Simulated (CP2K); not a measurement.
A run of CP2K 2026.2 is set up as follows.

znse_bands.inp

```
&GLOBAL
  PROJECT znse_bands
  RUN_TYPE ENERGY_FORCE
  PRINT_LEVEL LOW
&END GLOBAL
&FORCE_EVAL
  METHOD QS
  STRESS_TENSOR ANALYTICAL
  &DFT
    BASIS_SET_FILE_NAME BASIS_MOLOPT_UZH
    POTENTIAL_FILE_NAME POTENTIAL_UZH
    &MGRID
      CUTOFF 675
      REL_CUTOFF 60
      NGRIDS 4
    &END MGRID
    &QS
      METHOD GPW
      EPS_DEFAULT 1.0E-9
    &END QS
    &KPOINTS
      SCHEME MONKHORST-PACK 8 8 8
      GAMMA_CENTERED T
      SYMMETRY T
      SYMMETRY_BACKEND SPGLIB
    &END KPOINTS
    &SCF
      SCF_GUESS ATOMIC
      EPS_SCF 1.0E-6
      MAX_SCF 100
      ADDED_MOS 10
      CHOLESKY OFF
      EPS_EIGVAL 1.0E-7
      &DIAGONALIZATION ON
        ALGORITHM STANDARD
      &END DIAGONALIZATION
      &MIXING ON
        METHOD BROYDEN_MIXING
        ALPHA 0.4
        BETA 1.5
        NBUFFER 8
      &END MIXING
      &SMEAR ON
        METHOD FERMI_DIRAC
        ELECTRONIC_TEMPERATURE [K] 300.557
      &END SMEAR
    &END SCF
    &XC
      &XC_FUNCTIONAL
        &MGGA_X_R2SCAN
        &END MGGA_X_R2SCAN
        &MGGA_C_R2SCAN
        &END MGGA_C_R2SCAN
      &END XC_FUNCTIONAL
    &END XC
    &PRINT
      &KPOINTS ON
      &END KPOINTS
      &MULLIKEN ON
      &END MULLIKEN
      &MO ON
        ENERGIES T
        OCCUPATION_NUMBERS T
        &EACH
          QS_SCF 0
        &END EACH
        ADD_LAST NUMERIC
      &END MO
      &LOWDIN ON
      &END LOWDIN
      &HIRSHFELD ON
        SHAPE_FUNCTION DENSITY
      &END HIRSHFELD
      &BAND_STRUCTURE
        FILE_NAME bands.bs
        ADDED_MOS 6
        &KPOINT_SET
          UNITS B_VECTOR
          NPOINTS 6
          SPECIAL_POINT GAMMA 0.00000000 0.00000000 0.00000000
          SPECIAL_POINT X 0.50000000 0.00000000 0.50000000
          SPECIAL_POINT W 0.50000000 0.25000000 0.75000000
          SPECIAL_POINT K 0.37500000 0.37500000 0.75000000
          SPECIAL_POINT GAMMA 0.00000000 0.00000000 0.00000000
          SPECIAL_POINT L 0.50000000 0.50000000 0.50000000
          SPECIAL_POINT U 0.62500000 0.25000000 0.62500000
          SPECIAL_POINT W 0.50000000 0.25000000 0.75000000
          SPECIAL_POINT L 0.50000000 0.50000000 0.50000000
          SPECIAL_POINT K 0.37500000 0.37500000 0.75000000
        &END KPOINT_SET
        &KPOINT_SET
          UNITS B_VECTOR
          NPOINTS 6
          SPECIAL_POINT U 0.62500000 0.25000000 0.62500000
          SPECIAL_POINT X 0.50000000 0.00000000 0.50000000
        &END KPOINT_SET
      &END BAND_STRUCTURE
    &END PRINT
  &END DFT
  &SUBSYS
    &CELL
      A 4.0075983931 0.0000000000 0.0000000000
      B 2.0037991965 3.4706820165 0.0000000000
      C 2.0037991965 1.1568940055 3.2721903857
      PERIODIC XYZ
    &END CELL
    &COORD
      Se  6.0113975896 3.4706820165 2.4541427893
      Zn  0.0000000000 0.0000000000 0.0000000000
    &END COORD
    &KIND Se
      BASIS_SET TZVP-MOLOPT-SCAN-GTH-q6
      POTENTIAL GTH-SCAN-q6
    &END KIND
    &KIND Zn
      BASIS_SET TZVP-MOLOPT-SCAN-GTH-q12
      POTENTIAL GTH-SCAN-q12
    &END KIND
    &PRINT
      &ATOMIC_COORDINATES ON
      &END ATOMIC_COORDINATES
      &CELL ON
      &END CELL
      &SYMMETRY ON
      &END SYMMETRY
    &END PRINT
  &END SUBSYS
  &PRINT
    &FORCES ON
    &END FORCES
    &STRESS_TENSOR ON
    &END STRESS_TENSOR
  &END PRINT
&END FORCE_EVAL
```

Potentials or basis: POTENTIAL_UZH Se GTH-SCAN-q6, Zn GTH-SCAN-q12; TZVP-MOLOPT-SCAN-GTH basis.

Launch:

```console
$ OMP_NUM_THREADS=2 cp2k.psmp -i znse_bands.inp -o znse_bands.out
```

Predict the band gap on the k mesh.

1.68 eV, direct.

Estimate the band gap along the path.

1.68 eV, direct.

Predict the Mulliken charges.

Se -0.06; Zn +0.06 e.

Levels at the corners of the path, in eV from the valence-band top:
| point | band 7 | band 8 | band 9 | band 10 | band 11 | band 12 |
| --- | --- | --- | --- | --- | --- | --- |
| Γ | 0.00 | 0.00 | 0.00 | 1.68 | 6.24 | 6.24 |
| X | -4.78 | -2.26 | -2.26 | 3.33 | 3.82 | 11.43 |
| W | -4.77 | -2.81 | -2.74 | 5.86 | 5.94 | 7.57 |
| K | -4.79 | -3.15 | -1.85 | 3.96 | 5.99 | 9.70 |
| Γ | 0.00 | 0.00 | 0.00 | 1.68 | 6.24 | 6.24 |
| L | -5.35 | -0.90 | -0.90 | 2.92 | 6.87 | 6.87 |
| U | -4.79 | -3.15 | -1.85 | 3.96 | 5.99 | 9.70 |
| W | -4.77 | -2.81 | -2.74 | 5.86 | 5.94 | 7.57 |
| L | -5.35 | -0.90 | -0.90 | 2.92 | 6.87 | 6.87 |
| K | -4.79 | -3.15 | -1.85 | 3.96 | 5.99 | 9.70 |
| U | -4.79 | -3.15 | -1.85 | 3.96 | 5.99 | 9.70 |
| X | -4.78 | -2.26 | -2.26 | 3.33 | 3.82 | 11.43 |

Caveat: the basis of atomic orbitals isn't converged, which shifts pressures, moduli and gaps.

**Measured values to compare with.**

“Alloy Disordering Effects on the Thermal Conductivity and Energy Gap Temperature Dependence of Cd1−xZnxSe Ternary Crystals Grown by the Bridgman Method”, 2023, pmc:10253836 reports, for a bulk crystal of ZnSe at 300 K: band gap 2.695 ± 0.003 eV (an exciton energy, a little under the gap).

Against the measured gap of ZnSe, 2.695 eV (an exciton energy, a little under the gap; 300 K; “Alloy Disordering Effects on the Thermal Conductivity and Energy Gap Temperature Dependence of Cd1−xZnxSe Ternary Crystals Grown by the Bridgman Method”, 2023, pmc:10253836), the calculated 1.68 eV is off by -1.01 eV. Spin-orbit coupling on Se is left out. The value is that of r2SCAN in an atomic basis (POTENTIAL_UZH Se GTH-SCAN-q6, Zn GTH-SCAN-q12; TZVP-MOLOPT-SCAN-GTH basis), whose error adds to the functional's,, without temperature or zero-point motion.
